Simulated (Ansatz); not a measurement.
Wanted: the native input for an Ansatz 0.2.0 run.

```yaml
Task: single point
Functional: PBE
Potentials_or_basis: Ansatz PAW
Cutoff: "420 eV (not typed: the program's choice for these potentials)"
k_mesh: 10 × 10 × 10
Occupations: gaussian, width 0.013 eV
Spin: no spin polarisation
```

The system is SnO2.

```
CELL_PARAMETERS angstrom
1.61709 0.93363 4.80059
-1.61709 0.93363 4.80059
0.00000 -1.86726 4.80059
ATOMIC_POSITIONS crystal
Sn 0.50000 0.50000 0.50000
O 0.76283 0.76283 0.76283
O 0.23717 0.23717 0.23717
```

Measurements of this composition are mostly on another form, of space group No. 136.

The input as run:

input.yaml

```yaml
crystal:
  lattice:
    - [1.6170930752, 0.9336291223, 4.800592584]
    - [-1.6170930752, 0.9336291223, 4.800592584]
    - [0.0, -1.8672582446, 4.800592584]
  atoms:
    - { symbol: Sn, position: [0.5, 0.5, 0.5] }
    - { symbol: O, position: [0.76283, 0.76283, 0.76283] }
    - { symbol: O, position: [0.23717, 0.23717, 0.23717] }
hamiltonian:
  xc: pbe
  pseudopotentials: { kind: paw }
kpoints:
  mp_grid: { grid: [10, 10, 10] }
scf:
  occupations: { method: gaussian, width: 0.013 }
output:
  forces: true
  stress: true
  eigenvalues: true
```

Potentials or basis: Ansatz PAW.

Command:

```bash
$ ansatz run input.yaml --threads 2 --pin off --max-ram 5632MiB --backend cpu --events-out ev --progress --plain --runs-dir out
```

It gave:

- Pressure: -0.6 GPa
- Largest force: 0.133 eV/Å
- Band gap on the k mesh: 1.94 eV, indirect (least direct gap 2.05 eV)

Caveat: the pressure holds a Pulay correction of +0.7 GPa for the finite cutoff; spin-orbit coupling is left out, which moves the levels of the heavy elements.

It took 3.9 s on 2 threads of Intel(R) Xeon(R) Processor @ 2.70GHz (shared host), peak memory 0.39 GiB.
